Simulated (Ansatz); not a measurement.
SrCl2:

```
Sr Cl
1.0
     0.00000    3.48835    3.48835
     3.48835    0.00000    3.48835
     3.48835    3.48835    0.00000
Sr Cl
1 2
Cartesian
  0.0000 0.0000 0.0000
  5.2325 5.2325 5.2325
  1.7442 1.7442 1.7442
```

Base run:

| Quantity | Value |
| --- | --- |
| Program | Ansatz 0.2.0 |
| Functional | PBEsol |
| Potentials or basis | all-electron LAPW, scalar-relativistic |
| Cutoff | 143 eV |
| Density cutoff | 573 eV |
| Basis error allowed | 0.002 eV/atom |
| k mesh | 7 × 7 × 7 |
| Occupations | fermi-dirac, width 0.05 eV |
| Spin | no spin polarisation |

Its results: band gap on the k mesh 5.18 eV, indirect (least direct gap 5.48 eV); pressure -1.1 GPa.

Question: The run is repeated on the same cell with these changes: functional from PBEsol to LDA. What comes out?

Answer: Band gap on the k mesh 4.92 eV, indirect (least direct gap 5.23 eV); pressure -2.8 GPa.

LDA binds more tightly than PBEsol, so the same cell stands under less pressure.

A k mesh can miss the band edges.

Not every run made on this cell is shown here.
